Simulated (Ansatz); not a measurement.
Input and command of a plane-wave DFT calculation in Ansatz:

```yaml
crystal:
  lattice:
    - [6.3616090156, 0.0, 0.0]
    - [0.0, 3.48040306, 0.0]
    - [-0.0857412231, 0.0, 36.1758904685]
  atoms:
    - { symbol: Te, position: [0.07915213, 0.75, 0.44347268] }
    - { symbol: Te, position: [0.92084787, 0.25, 0.55652732] }
    - { symbol: Te, position: [0.5707489, 0.25, 0.45929642] }
    - { symbol: Te, position: [0.4292511, 0.75, 0.54070358] }
    - { symbol: Mo, position: [0.81865244, 0.75, 0.50253463] }
    - { symbol: Mo, position: [0.18134756, 0.25, 0.49746537] }
basis:
  ecutwfc: 420
kpoints:
  mp_grid: { grid: [3, 5, 1] }
hamiltonian:
  xc: lda
scf:
  occupations: { method: gaussian, width: 0.01 }
output:
  forces: true
  stress: true
  eigenvalues: true
```

```bash
ansatz run input.yaml --threads 1 --pin off --max-ram 2560MiB --backend cpu --events-out ev --progress --plain --runs-dir out
```

Processor: Intel(R) Xeon(R) 6975P-C (Granite Rapids), 1 thread, on a host shared with other jobs.

Task: How long does it run, and how much memory does it take?

Result: About 11 s on 1 thread of Intel(R) Xeon(R) 6975P-C (Granite Rapids), with other jobs on the host, peak memory 0.86 GiB. It solves 56 bands at 6 k points (the mesh reduced by symmetry) with about 15635 plane waves, in 9 SCF iterations.
